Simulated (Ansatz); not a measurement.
Input and command of a calculation in Ansatz (plane waves; scalar-relativistic PAW potentials unless the input names others):

```yaml
crystal:
  lattice:
    - [3.382676282, 5.4596e-06, -0.006077528]
    - [5.4596e-06, 3.382676282, 0.006077528]
    - [-1.6945638928, 1.6945638928, 1.8432991306]
  atoms:
    - { symbol: Li, position: [0.0, 0.0, 0.0] }
basis:
  ecutwfc: 500
kpoints:
  mp_grid: { grid: [10, 10, 19] }
hamiltonian:
  xc: r2scan
scf:
  occupations: { method: gaussian, width: 0.1 }
  mixing: { algorithm: anderson, beta: 0.7, ndim: 16 }
output:
  forces: true
  eigenvalues: true
  stress: true
```

```bash
ansatz run input.yaml --threads 4 --pin off --max-ram 10240MiB --backend cpu --events-out ev --progress --plain --runs-dir out
```

Abridged log:
```
Basis set: ecut = 500 eV, 543 PW (Γ), exchange–correlation on 100×100×96 points (64 copies of the dense FFT grid, shifted against one another)
Bands: 6, of which v1, the nominal top of the filled ones, is band 2 counted from 1 (1 counted from 0)
Symmetry: 4 space group operations
k-points: 526 of 1900
SCF iter   1: F=—  HF=-205.135114 eV  |F-HF|=—  |Δ(HF+E_count)|=         —  Δρ=2.22e-3  dr2=3.04e-4  dr2_τ=3.15e-4  ethr=1.77e-3  ⟨swp⟩=4.9  Hψ=26183  notcnv=0
SCF iter   2: F=—  HF=-205.134959 eV  |F-HF|=—  |Δ(HF+E_count)|=   1.55e-4  Δρ=5.79e-4  dr2=2.87e-5  dr2_τ=1.98e-6  ethr=1.01e-5  ⟨swp⟩=2.0  Hψ=10322  notcnv=0  defer=198  κ⁻¹=1.0e0(r=1)
SCF iter   3: F=—  HF=-205.134981 eV  |F-HF|=—  |Δ(HF+E_count)|=   2.23e-5  Δρ=8.27e-5  dr2=9.93e-7  dr2_τ=7.93e-8  ethr=9.57e-7  ⟨swp⟩=2.2  Hψ=3753  notcnv=0  defer=198  κ⁻¹=1.7e-2(r=2)
SCF iter   4: F=-205.134982 eV  HF=-205.134982 eV  |F-HF|=5.35e-9  |Δ(HF+E_count)|=   1.06e-6  Δρ=3.71e-6  dr2=1.85e-9  dr2_τ=1.73e-10  ethr=3.33e-9  ⟨swp⟩=5.4  Hψ=15963  notcnv=0
SCF 1 converged in 4 iterations: F = -205.134982 eV  dr2 = 1.85e-9
SCF converged after 4 iterations
Stability not checked: this state was not tested for a lower state beside it, because the mixer in use, unlike msr1, does not test its closes by its own steps (another_mixer; see scf.mixing.algorithm and scf.lower_state_search)
Free energy (F): -205.134982 eV
Harris-Foulkes:  -205.134982 eV  (|F-HF|=5.35e-9)
Internal energy: -205.132963 eV  (E = F + TS)
E sigma→0 (E₀):  -205.133972 eV
Entropy (-TS):   -0.002019 eV (-2.019 meV/atom)
Fermi energy:    0.990389 eV
--- Forces (eV/Å), atoms counted from 1 ---
  atom   1  Li     0.00000000     0.00000000     0.00000000
--- Stress (GPa, compression-positive) ---
       -0.056447       0.008786       0.010873
        0.008786      -0.056447      -0.010873
        0.010873      -0.010873       0.024306
  P = ⅓ Tr σ = -0.0295 GPa (-0.295 kbar)
```

Apart from outputs, empty bands and the relaxation, which only the reference makes, the input differs from a reference run on usual settings in scf.mixing.algorithm: not typed → "anderson"; scf.mixing.beta: not typed → 0.7; scf.mixing.ndim: not typed → 16. The reference, at the same geometry, ended its own course with pressure -0.03 GPa, largest force 0.000 eV/Å, no gap on the mesh. This run converged in 4 SCF iterations with an energy at zero smearing within 0.01 meV/atom of the reference's, pressure -0.03 GPa, largest force 0.000 eV/Å, no gap on the mesh.

The run took 2.3 s on 4 threads of Intel(R) Xeon(R) Platinum 8259CL CPU @ 2.50GHz (Skylake/Cascade Lake), on a shared host, peak memory 0.46 GiB.